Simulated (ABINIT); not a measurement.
Runs of ABINIT 10.8.3 (patched build) on GaSb. The structure is cubic, space group F-43m (No. 216). The conventional cell has a = 6.118 Å, b = 6.118 Å, c = 6.118 Å, α = 90.00°, β = 90.00°, γ = 90.00°. Sb (site symmetry -43m) is surrounded by 4 Ga at 2.65 Å. Around Ga (site symmetry -43m) lie 4 Sb at 2.65 Å. 

| task | level | potentials or basis | k mesh | cutoff (eV) | fine-grid cutoff | dispersion computed by | gap on the mesh (eV) | pressure (GPa) | V0 of scaled cells (Å³/atom) | B0 (GPa) |
| --- | --- | --- | --- | --- | --- | --- | --- | --- | --- | --- |
| band structure | BLYP | JTH PAW PBE v2.0 sp | 8 × 8 × 8 | 544 | 1088.46 eV | - | none | (c) | - | - |
| band structure | PBEsol | JTH PAW PBE v2.0 sp | 8 × 8 × 8 | 544 | 1088.46 eV | - | none | 0.0 | - | - |
| band structure | PW91 | JTH PAW PBE v2.0 sp | 8 × 8 × 8 | 544 | 1088.46 eV | - | none | 2.3 | - | - |
| band structure | revPBE | JTH PAW PBE v2.0 | 8 × 8 × 8 | 463 | 925.187 eV | - | 0.10 | 3.3 | - | - |
| band structure | r2SCAN | Ansatz PAW PBE default generated set, frozen core | 6 × 6 × 6 | 490 | 979.61 eV | - | 0.46 | - | - | - |
| band structure | WC | JTH PAW PBE v2.0 | 8 × 8 × 8 | 463 | 925.187 eV | - | none | -0.3 | - | - |
| band structure | BP86 | JTH PAW PBE v2.0 sp | 8 × 8 × 8 | 544 | 1088.46 eV | - | none | 2.7 | - | - |
| equation of state | LDA | JTH PAW LDA v2.0 sp | 8 × 8 × 8 | 544 | 1088.46 eV | - | - | - | 27.74 | 55 |
| single point | PBE | JTH PAW PBE v2.0 | 8 × 8 × 8 | 463 | 925.187 eV | - | none | 2.1 | - | - |
| band structure | HCTH407 | JTH PAW PBE v2.0 sp | 8 × 8 × 8 | 544 | 1088.46 eV | - | 0.16 | (a) | - | - |
| equation of state | LDA | JTH PAW LDA v2.0 | 8 × 8 × 8 | 327 | 653.073 eV | - | - | - | 27.63 | 53 |
| equation of state | PBEsol+D4 | JTH PAW PBE v2.0 | 8 × 8 × 8 | 463 | 925.187 eV | dftd4 4.3.1 | - | - | (b) | 55 |

Alike in all rows: no spin polarisation; cell as given; smearing fermi-dirac 0.05 eV.

**Question.** Fill in the values left out.

**Answer.** (a) 3.7; (b) 27.84; (c) 5.5.

Caveats: the PAW data sets were made with another functional, which shifts forces and pressure a little (some runs); this set keeps more shells in the core, which shifts pressures and gaps (some runs); this crystal is a semiconductor, whose small gap the functional closes, so the metal is an error of the method (some runs); spin-orbit coupling is left out, which moves the levels of the heavy elements (some runs); pressures at fixed basis lie under the slope of the energies (some runs).

A k mesh can miss the band edges, and the runs leave out spin-orbit coupling on Ga, Sb.

A gap of «none» marks a metal or a gap under the smearing width.

Not every run made on this cell is shown here.
